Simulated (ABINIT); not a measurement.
# AlP (F-43m): G0W0 with ABINIT, start to end, part 3 of 3

Wanted: ground state, empty states, screening and self-energy for AlP (F-43m).

ABINIT 10.8.3; PBE and many-body steps on it, plane waves. Known limits of the many-body steps: not at the basis limit; coarse k mesh.

So far. Step 4 (Empty states on the mesh, 4×4×4 mesh, 103 bands): On this mesh the gap is 1.564 eV. Step 5 (Screening, 4×4×4 mesh, 95 bands, screening to 163.3 eV): Local fields lower ε∞ by 12 %. On a Γ-centred mesh this coarse the value itself is usually too large, while a short band sum pulls it down.

The database entry behind the starting cell differs from later determinations by our own check (0.1 to 0.3 % short, probably kX units), so it need not match the best structure at ambient conditions.

### Step 6. Self-energy, 4×4×4 mesh, 95 bands, screening to 163.3 eV

The self-energy is evaluated for the states that the input lists, and the levels follow from it, in one-shot runs by the linearised quasiparticle equation.

This step: G0W0 on PBE, plane waves, norm-conserving pseudopotentials.

run.abi

```
acell 3*1.0 Angstrom
rprim 
  -0.000000000000 2.725500000000 2.725500000000
  2.725500000000 -0.000000000000 2.725500000000
  2.725500000000 2.725500000000 -0.000000000000
ntypat 2
znucl 13 15
natom 2
typat 1 2
xred 
  0.000000000000 0.000000000000 0.000000000000
  0.250000000000 0.250000000000 0.250000000000
pp_dirpath "pseudos"
pseudos "Al.upf, P.upf"
ecut 18
ngkpt 4 4 4
nshiftk 1
shiftk 0 0 0
kptopt 1
chksymbreak 0
istwfk *1
occopt 1
irdwfk 1
optdriver 4
nband 95
gwcalctyp 0
ecutsigx 18
symsigma 1
nkptgw 2
kptgw 
  0.0000000000 0.0000000000 0.0000000000
  0.5000000000 0.5000000000 0.0000000000
bdgw 
  2 8
  3 6
ecuteps 6
irdscr 1
ppmodel 1
indata_prefix "in"
outdata_prefix "out"
tmpdata_prefix "tmp"
```

Run with:

```bash
$ OMP_NUM_THREADS=1 mpirun -n 8 abinit run.abi > log
```

Numbers of over 12 decimals in the logs are rounded to 6 here.

The log of the run:

```text
.Version 10.8.3 of ABINIT. v10.8.2 released Aug 2026.

 Symmetries : space group F-4 3 m (#216); Bravais cF (face-center cubic)
[... echo of the input left out ...]
== DATASET  1 ==================================================================
-   mpi_nproc: 8, omp_nthreads: 1 (-1 if OMP is not activated)

--- !DatasetInfo
iteration_state: {dtset: 1, }
dimensions: {natom: 2, nkpt: 8, mband: 95, nsppol: 1, nspinor: 1, nspden: 1, mpw: 1008, }
cutoff_energies: {ecut:  18.0, pawecutdg:  -1.0, }
electrons: {nelect:   8.00000000E+00, charge:   0.00000000E+00, occopt:   1.00000000E+00, tsmear:   1.00000000E-02, }

 SIGMA: Calculation of the GW corrections

 Based on a program developped by R.W. Godby, V. Olevano, G. Onida, and L. Reining.
 Incorporated in ABINIT by V. Olevano, G.-M. Rignanese, and M. Torrent.
.Using double precision arithmetic ; gwpc =  8

[... cell and pseudopotentials left out ...]
--------------------------------------------------------------------------------

 ==== K-mesh for the wavefunctions ====
 Number of points in the irreducible wedge :     8
[... list of points left out ...]
 Together with 24 symmetry operations and time-reversal symmetry
 yields    64 points in the full Brillouin Zone.

 ==== Q-mesh for screening function ====
 Number of points in the irreducible wedge :     8
[... list of points left out ...]
 Together with 24 symmetry operations and time-reversal symmetry
 yields    64 points in the full Brillouin Zone.

 vcoul_init : cutoff-mode = AUXILIARY_FUNCTION
 q-points for optical limit:   1
     1)      0.000010    0.000020    0.000030
 setmesh: FFT mesh size selected  =    27x   27x   27
          total number of points  =        19683

 Number of electrons calculated from density =    8.0000; Expected =    8.0000
 average of density, n =  0.029277
 r_s =    2.0128
 omega_plasma =   16.5051 [eV]

 === KS Band Gaps ===
  >>>> For spin  1
   Minimum direct gap =   3.3252 [eV], located at k-point      :   0.0000  0.0000  0.0000
   Fundamental gap    =   1.5639 [eV], Top of valence bands at :   0.0000  0.0000  0.0000
                                       Bottom of conduction at :   0.5000  0.5000  0.0000
 SIGMA fundamental parameters:
 PLASMON POLE MODEL  1
 number of plane-waves for SigmaX                  965
 number of plane-waves for SigmaC and W            181
 number of plane-waves for wavefunctions           965
 number of bands                                    95
 number of independent spin polarizations            1
 number of spinorial components                      1
 number of k-points in IBZ                           8
 number of q-points in IBZ                           8
 number of symmetry operations                      24
 number of k-points in BZ                           64
 number of q-points in BZ                           64
 number of frequencies for dSigma/dE                 9
 frequency step for dSigma/dE [eV]                0.25
 number of omega for Sigma on real axis              0
 max omega for Sigma on real axis  [eV]           0.00
 zcut for avoiding poles [eV]                     0.10

 EPSILON^-1 parameters (SCR file):
 dimension of the eps^-1 matrix on file            181
 dimension of the eps^-1 matrix used               181
 number of plane-waves for wavefunctions           965
 number of bands                                    95
 number of q-points in IBZ                           8
 number of frequencies                               2
 number of real frequencies                          1
 number of imag frequencies                          1

 matrix elements of self-energy operator (all in [eV])

 Perturbative Calculation

--- !SelfEnergy_ee
iteration_state: {dtset: 1, }
kpoint     : [   0.000,    0.000,    0.000, ]
spin       : 1
KS_gap     :    3.325
QP_gap     :    4.216
Delta_QP_KS:    0.890
data: !SigmaeeData |
     Band     E0 <VxcDFT>   SigX SigC(E0)      Z dSigC/dE  Sig(E)    E-E0       E
        2   3.875 -11.917 -14.194   1.407   0.766  -0.305 -12.583  -0.667   3.208
        3   3.875 -11.917 -14.194   1.407   0.766  -0.305 -12.583  -0.667   3.208
        4   3.875 -11.917 -14.194   1.407   0.766  -0.305 -12.583  -0.667   3.208
        5   7.200 -10.063  -5.461  -4.315   0.780  -0.283  -9.839   0.224   7.424
        6   8.440  -9.549  -4.917  -4.282   0.777  -0.286  -9.277   0.272   8.711
        7   8.440  -9.549  -4.917  -4.282   0.777  -0.286  -9.277   0.272   8.711
        8   8.440  -9.549  -4.917  -4.282   0.777  -0.286  -9.277   0.272   8.711

--- !SelfEnergy_ee
iteration_state: {dtset: 1, }
kpoint     : [   0.500,    0.500,    0.000, ]
spin       : 1
KS_gap     :    3.679
QP_gap     :    4.546
Delta_QP_KS:    0.867
data: !SigmaeeData |
     Band     E0 <VxcDFT>   SigX SigC(E0)      Z dSigC/dE  Sig(E)    E-E0       E
        3   1.760 -10.976 -14.079   2.066   0.756  -0.322 -11.760  -0.784   0.975
        4   1.760 -10.976 -14.079   2.066   0.756  -0.322 -11.760  -0.784   0.975
        5   5.439  -8.285  -4.492  -3.690   0.795  -0.258  -8.203   0.082   5.521
        6   6.343  -9.002  -4.950  -3.777   0.791  -0.264  -8.784   0.218   6.561

== END DATASET(S) ==============================================================
================================================================================

 -outvars: echo values of variables after computation  --------
           etotal      0.0000000000E+00
            nband          95
             nkpt           8
          spgroup         216
 [... the other variables as echoed above ...]

 Calculation completed.
```

The job ended after 3.6 s (8 MPI ranks of Arm Neoverse V2, shared host; peak memory 0.81 GiB).

This step gave:

```yaml
g0w0_gap_on_the_points_computed: 2.313 eV
starting_gap_on_the_mesh: 1.564 eV
k_of_the_valence_top: 0, 0, 0
k_of_the_conduction_bottom: 0.5, 0.5, 0
z_at_the_valence_top: 0.766
z_at_the_conduction_bottom: 0.795
least_direct_g0w0_gap_on_the_computed_points: 4.216 eV
```

The gap on the mesh goes from 1.56 eV to 2.31 eV, a correction of +0.75 eV.

Limits: finite bands, cutoff and mesh; coarse k mesh. v1 is the top filled band, c1 the lowest empty one. The levels before and after the correction (eV, zero at the valence-band top of each column):

```tsv
	conduction bottom	valence top
Kohn-Sham	1.56	0.00
G0W0	2.31	0.00
```

```tsv
	level	energy (eV)
Kohn-Sham	Γ v3-v1	0.000
Kohn-Sham	Γ c1	3.325
Kohn-Sham	Γ c2-c4	4.565
Kohn-Sham	(0.5 0.5 0) v2-v1	-2.116
Kohn-Sham	(0.5 0.5 0) c1	1.564
Kohn-Sham	(0.5 0.5 0) c2	2.468
G0W0	Γ v3-v1	0.000
G0W0	Γ c1	4.216
G0W0	Γ c2-c4	5.503
G0W0	(0.5 0.5 0) v2-v1	-2.233
G0W0	(0.5 0.5 0) c1	2.313
G0W0	(0.5 0.5 0) c2	3.353
```

### Step 7. Where the time went

Times are wall times on 8 MPI ranks of Arm Neoverse V2, shared host, good to a factor of about two.

```tsv
step	time	share	memory (GiB)
ground state	2.2 s	14 %	0.07
bands along the symmetry lines	3 s	18 %	0.07
empty states on the mesh	3 s	19 %	0.12
screening	4.3 s	27 %	0.73
self-energy	3.6 s	22 %	0.81
```

### Step 8. Outcome

| Property | Result |
| --- | --- |
| PBE gap | 1.56 eV, indirect |
| G0W0 gap on the mesh | 2.31 eV |
| GW settings | 4×4×4 mesh, 95 bands, screening to 163.3 eV, Godby-Needs plasmon pole |
| known limits | not at the basis limit; coarse k mesh |

**Reading.** G0W0 moves the gap on the mesh from 1.56 eV to 2.31 eV (+0.75 eV), with Z of 0.77 and 0.80 at the edges. Local fields lower the RPA ε∞ on this mesh from 12.19 to 10.70; a Γ-centred mesh this coarse tends to raise both, most where the direct gap is narrow, while a short band sum lowers them. Only 2 of the mesh's irreducible points were corrected, so a valley elsewhere could overtake. Bands and cutoff are finite, so the gap is not at the basis limit. The miss can reach some tenths of an eV and take either sign; the mesh is an error of its own. In the G0W0 run levels were corrected at 2 k points alone, so a gap called «on the mesh» is the least over those, and an edge elsewhere would be missed. The 4×4×4 mesh is coarse for this cell, which bears on the long-range parts of exchange and screening.

[Paths, hosts, dates, memory and timing lines, banners, echoed tables and standing remarks are left out of the program output.]

[Logs are printed without paths, hosts, clocks, repeated set-up lines and the standing remarks that a program may print on its own settings, such as how far it seeks lower states.]

[Runs of the session that timed out or met a known fault of the program may be left out.]

[Hosts, paths, dates, database ids (printed as entryN), source tags and the programs' standing remarks are cut or masked in the printed files.]

[G0W0 gaps are taken among the corrected bands and points alone; a level outside them can change the order at an edge.]

[Where Ansatz stands beside ABINIT at settings called matched, ABINIT's density can come from a denser mesh and the files from another edition; pairs whose starting gaps differed by over 0.03 eV were left out, so agreement reads better than it is.]
